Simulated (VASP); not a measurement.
Write the native input for VASP 6.6.1 that does the following.

```yaml
Task: single point
Functional: PBE
Potentials_or_basis: VASP PAW PBE potentials, release 64 (Na_pv, Cl)
Cutoff: 520 eV
k_mesh: 8 × 8 × 8
Occupations: fermi-dirac, width 0.02 eV
Spin: no spin polarisation
Dipole_correction: no
Further_INCAR_settings: ALGO = Fast; EDIFF = 1e-06; NBANDS = 14
```

The structure of NaCl lies in POSCAR:

```
NaCl
1.0
    0.0000000000      2.8912641134      2.8026988303
    2.8912641134      0.0000000000      2.8026988303
    2.8912641134      2.8912641134      0.0000000000
Na Cl
1 1
Direct
    0.0000000000      0.0000000000      0.0000000000
    0.5000000000      0.5000000000      0.5000000000
```

The cell was built by a generator and needn't be a form met in nature.

The cell isn't the ideal one: biaxial_xy strain +3.2%.

One way to write it, as run:

INCAR

```
ALGO     = Fast           # electronic algorithm
EDIFF    = 1E-6           # SCF threshold, eV
ENCUT    = 520            # plane-wave cutoff, eV
GGA      = PE             # functional
ISIF     = 2              # what is computed and relaxed
ISMEAR   = -1             # smearing method
LASPH    = T              # aspherical terms in the spheres
LCHARG   = F              # write CHGCAR
LREAL    = F              # projectors in reciprocal space
LWAVE    = F              # write WAVECAR
NBANDS   = 14             # bands
NELM     = 80             # most SCF steps
PREC     = Accurate       # precision mode
SIGMA    = 0.02           # smearing width, eV
```

KPOINTS

```
k-points
0
Gamma
  8 8 8
```

Potentials or basis: VASP PAW PBE potentials, release 64 (Na_pv, Cl).

The run is started by

```sh
$ cat potpaw_PBE.64/Na_pv/POTCAR potpaw_PBE.64/Cl/POTCAR > POTCAR
$ mpirun -np 1 vasp_std > vasp.out
```

Results of the run:

```json
{
 "Pressure": "-0.3 GPa",
 "Band gap on the k mesh": "4.93 eV, direct"
}
```

Wall time 23 s on 1 thread of AMD EPYC 9R45 96-Core Processor (Zen 5), on a shared host, peak memory 0.14 GiB.
